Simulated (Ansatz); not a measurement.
## Relaxing Cs in the hcp type

First guess:

```
CELL_PARAMETERS angstrom
3.62341 0.00000 0.00000
-1.81171 3.13797 0.00000
0.00000 0.00000 5.86993
ATOMIC_POSITIONS crystal
Cs 0.33333 0.66667 0.25000
Cs 0.66667 0.33333 0.75000
```

Computed with DFT, PBE, PAW with Ansatz's default frozen-core files, scalar-relativistic (Ansatz 0.2.0).

Cell and atoms relax within the symmetry of the start on a 12×12×6 k mesh with 0.05 eV Fermi–Dirac smearing.

The start is built from a prototype, known or not as a phase of this compound; the cutoff is 420 eV.

No spin–orbit coupling, which matters for the heavy atoms here.

(1) What is the pressure of the first guess?

(2) What does it relax to?

(3) How much energy does the relaxation release?

Answers

(1) 10.10 GPa.

(2) a = 5.504 Å, b = 5.504 Å, c = 8.908 Å, α = 90.00°, β = 90.00°, γ = 120.00° (conventional cell), 116.85 Å³ per atom:
```xyz
2
Lattice="5.5039 0.0000 0.0000 -2.7520 4.7665 0.0000 0.0000 0.0000 8.9080" Properties=species:S:1:pos:R:3 pbc="T T T"
Cs    0.0000    3.1777    2.2270
Cs    2.7520    1.5888    6.6810
```

(3) 1356 meV/atom.
